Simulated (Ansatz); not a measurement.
# GaN (P6_3mc): the equilibrium volume

Aim: the volume at which the pressure of GaN (P6_3mc) vanishes.

Computed with Ansatz 0.2.0 (DFT PBE, scalar-relativistic, plane waves, PAW, unless a step's input says otherwise).

3 further runs of the same task are left out: 3 set aside as unsound or not needed.

**1. The system as given**

Symmetry: P6_3mc, No. 186, hexagonal system. Conventional cell: a = 3.189 Å, b = 3.189 Å, c = 5.192 Å, α = 90.00°, β = 90.00°, γ = 120.00°. Around Ga (site symmetry 3m) lie 4 N at 1.95 to 1.96 Å. Around N (site symmetry 3m) lie 4 Ga at 1.95 to 1.96 Å.

Coordinates:

```cif
data_structure
_symmetry_space_group_name_H-M 'P6_3mc'
_symmetry_Int_Tables_number 186
_cell_length_a 3.1889
_cell_length_b 3.1889
_cell_length_c 5.1924
_cell_angle_alpha 90.000
_cell_angle_beta 90.000
_cell_angle_gamma 120.000
_cell_volume 45.73
loop_
_atom_site_label
_atom_site_type_symbol
_atom_site_symmetry_multiplicity
_atom_site_Wyckoff_symbol
_atom_site_fract_x
_atom_site_fract_y
_atom_site_fract_z
_atom_site_occupancy
Ga1 Ga 2 b 0.66667 0.33333 0.49908 1
N1 N 2 b 0.66667 0.33333 0.87592 1
```

**2. At the starting volume (PBE, 6×6×4 mesh)**

input.yaml reads:

```yaml
crystal:
  lattice:
    - [3.1889304035, 0.0, 0.0]
    - [-1.5944652018, 2.7616947404, 0.0]
    - [0.0, 0.0, 5.19235725]
  atoms:
    - { symbol: Ga, position: [0.66666667, 0.33333333, 0.49908371] }
    - { symbol: Ga, position: [0.33333333, 0.66666667, 0.99908371] }
    - { symbol: "N", position: [0.66666667, 0.33333333, 0.87591629] }
    - { symbol: "N", position: [0.33333333, 0.66666667, 0.37591629] }
basis:
  ecutwfc: 420
kpoints:
  mp_grid: { grid: [6, 6, 4] }
hamiltonian:
  xc: pbe
scf:
  occupations: { method: gaussian, width: 0.1 }
output:
  forces: true
  stress: true
  eigenvalues: true
```

On the command line:

```console
$ ansatz run input.yaml --threads 8 --pin off --max-ram 16384MiB --backend cpu --events-out ev --progress --plain --runs-dir out
```

The program printed:

```text
Warning: RAYON_NUM_THREADS=8 ignored (pool sized by the plan → 8); use --threads N
Engine: ansatz 0.2.0, aarch64-unknown-linux-gnu
Pseudopotentials: kind: paw
Pseudopotential: Ga, paw, valence charge 13, recommended cutoff 420 eV (normal), Ga.paw.azcp
Pseudopotential: N, paw, valence charge 5, recommended cutoff 420 eV (normal), N.paw.azcp
Functional definition: PBE
  parameter kappa = 0.804
  parameter beta = 0.06672455060314922
  exchange = pbe_x(kappa = kappa, mu = beta*pi^2/3)
  correlation = pbe_c(beta = beta)
Crystal: 4 atoms, lattice volume = 45.728 Å³
Basis set: ecut = 420 eV, 917 PW (Γ), exchange–correlation on 48×48×72 points (8 copies of the dense FFT grid, shifted against one another)
Bands: 22, of which v1, the nominal top of the filled ones, is band 18 counted from 1 (17 counted from 0)
Symmetry: 12 space group operations
Space group: P63mc (ITA 186), of the structure as read, at distance tolerance 3.6e-5 Å
k-points: 21 of 144 (time reversal used)
Non-local potential: Ga, projectors of the file, l = 0: 2, l = 1: 2, l = 2: 3, l = 3: 1
Non-local potential: N, projectors of the file, l = 0: 2, l = 1: 2, l = 2: 1
PAW form: soft (Blöchl's): semilocal exchange-correlation on the pseudo side does not see the compensation charge
PAW one-centre angular grid: Ga, 590 points (default); XC on 64 Gauss nodes
PAW one-centre angular grid: N, 110 points (default); XC on 64 Gauss nodes
Initial density: superposition of atomic densities (neutral atoms: chi_scale 0, normalization atom), corrected by the library's trained network
Initial wavefunctions: pseudopotential atomic-orbital guess
Functional: x = pbe(κ = 0.804, μ = 0.2195149727645171), c = pbe(β = 0.06672455060314922)
SCF iter   1: F=—  HF=-8335.811848 eV  |F-HF|=—  |Δ(HF+E_count)|=         —  Δρ=7.74e-4  dr2=1.30e-4  ethr=1.77e-3  ⟨swp⟩=4.6  Hψ=1785  notcnv=0
preconditioner: auto → Resta (q_TF=auto, 2.622 Å⁻¹)  ε∞=5.0  [insulator: Δε(μ)=1.893 eV  Ē_g=16.572 eV  σ=0.100 eV  W_gap=1.00  n_scr=22 (ndim 8)  ℏωp=32.9 eV  f_vac=0.009  D(μ)=0.00/eV (n_scr^D=0)  ε∞_Penn≈5.0]
SCF iter   2: F=—  HF=-8335.812447 eV  |F-HF|=—  |Δ(HF+E_count)|=   5.99e-4  Δρ=3.96e-4  dr2=2.67e-5  ethr=3.60e-7  ⟨swp⟩=2.8  Hψ=1041  notcnv=0
SCF iter   3: F=—  HF=-8335.812576 eV  |F-HF|=—  |Δ(HF+E_count)|=   1.29e-4  Δρ=1.82e-4  dr2=7.02e-6  ethr=7.41e-8  ⟨swp⟩=2.0  Hψ=804  notcnv=0
SCF iter   4: F=—  HF=-8335.812602 eV  |F-HF|=—  |Δ(HF+E_count)|=   2.58e-5  Δρ=4.99e-5  dr2=8.87e-7  ethr=1.95e-8  ⟨swp⟩=2.0  Hψ=825  notcnv=0
SCF iter   5: F=—  HF=-8335.812604 eV  |F-HF|=—  |Δ(HF+E_count)|=   2.09e-6  Δρ=1.73e-5  dr2=1.03e-7  ethr=2.46e-9  ⟨swp⟩=2.0  Hψ=823  notcnv=0
SCF iter   6: F=-8335.812604 eV  HF=-8335.812604 eV  |F-HF|=3.38e-10  |Δ(HF+E_count)|=   2.25e-7  Δρ=6.48e-6  dr2=1.67e-8  ethr=2.78e-10  ⟨swp⟩=5.0  Hψ=1910  notcnv=0
SCF 1 converged in 6 iterations: F = -8335.812604 eV  dr2 = 1.67e-8
SCF converged after 6 iterations
Free energy (F): -8335.812604 eV
Harris-Foulkes:  -8335.812604 eV  (|F-HF|=3.38e-10)
Internal energy: -8335.812604 eV  (E = F + TS)
E sigma→0 (E₀):  -8335.812604 eV
Fermi energy:    10.634633 eV
--- Per-component energies (eV) ---
  E_band       = -10.517768
  E_kinetic    = 494.524071
  E_local      = -3905.812896  (includes V_loc(G=0)·N_el)
  E_nonlocal   = 948.847359
  E_hartree    = 1797.627850
  E_xc         = -257.642025
  E_vxc        = -268.345656  (∫ρ·V_xc dr)
  E_paw        = -4240.852072  (= ΣΔE_a)
  E_vpaw       = -874.986060  (= ΣTr[D̂ρ^β])
  E_aug_tail   = 0.000125  (compensation charges beyond the density's cutoff)
  E_ewald      = -3172.505015
  E_smearing   = -0.000000  (= −TS)
  E_closure    = 0.000000  (closes the sum)
  Σ components = -8335.812604   (vs F -8335.812604, Δ=0.00e0)
--- Forces (eV/Å), atoms counted from 1 ---
  atom   1  Ga    -0.00000000    -0.00000000     0.00589784
  atom   2  Ga     0.00000000     0.00000000     0.00589784
  atom   3  N      0.00000000    -0.00000000    -0.00590655
  atom   4  N      0.00000000     0.00000000    -0.00590655
  max |Σ_I F_I| component: 1.74e-5 eV/Å
--- Stress (GPa, compression-positive) ---
        5.125247      -0.000000      -0.000000
        0.000000       5.125247       0.000000
       -0.000000       0.000000       5.163894
  P = ⅓ Tr σ = 5.1381 GPa (51.381 kbar)
--- Band table (eV; the first three rows and the last of 21) ---
  k-point 0: bands = ["-6.2851", "-5.3909", "-3.8024", "-3.7877", "-3.7877", "-3.7272", "-3.7272", "-3.5377", "-3.5377", "-3.4406", "-3.4406", "-2.1881", "2.6436", "8.6520", "8.6520", "9.6470", "9.6837", "9.6837", "11.5819", "13.9265", "18.8706", "19.5754"]
  k-point 1: bands = ["-6.1118", "-5.4621", "-3.7840", "-3.7840", "-3.7442", "-3.7409", "-3.7409", "-3.5187", "-3.5187", "-3.4504", "-3.4504", "-2.7317", "3.6873", "8.1462", "8.7970", "8.7970", "9.5262", "9.5262", "12.7847", "14.0331", "18.4789", "19.2169"]
  k-point 2: bands = ["-5.7319", "-5.7319", "-3.7672", "-3.7672", "-3.7672", "-3.7672", "-3.4801", "-3.4801", "-3.4801", "-3.4801", "-3.4459", "-3.4459", "5.8452", "5.8452", "9.1554", "9.1554", "9.1554", "9.1554", "13.9203", "13.9203", "18.1498", "18.1498"]
  k-point 20: bands = ["-5.2231", "-5.2231", "-3.6691", "-3.6691", "-3.6532", "-3.6532", "-3.5169", "-3.5169", "-3.4933", "-3.4933", "-1.7461", "-1.7461", "3.5315", "3.5315", "5.5024", "5.5024", "8.2148", "8.2148", "16.0896", "16.0896", "17.0076", "17.0076"]
```

It took 0.51 s on 8 threads of Arm Neoverse V1, shared host; peak memory 0.37 GiB.

In short: volume 11.432 Å³/atom, pressure 5.14 GPa, gap on the mesh 1.90 eV.

(Part 1 of 2 ends here.)
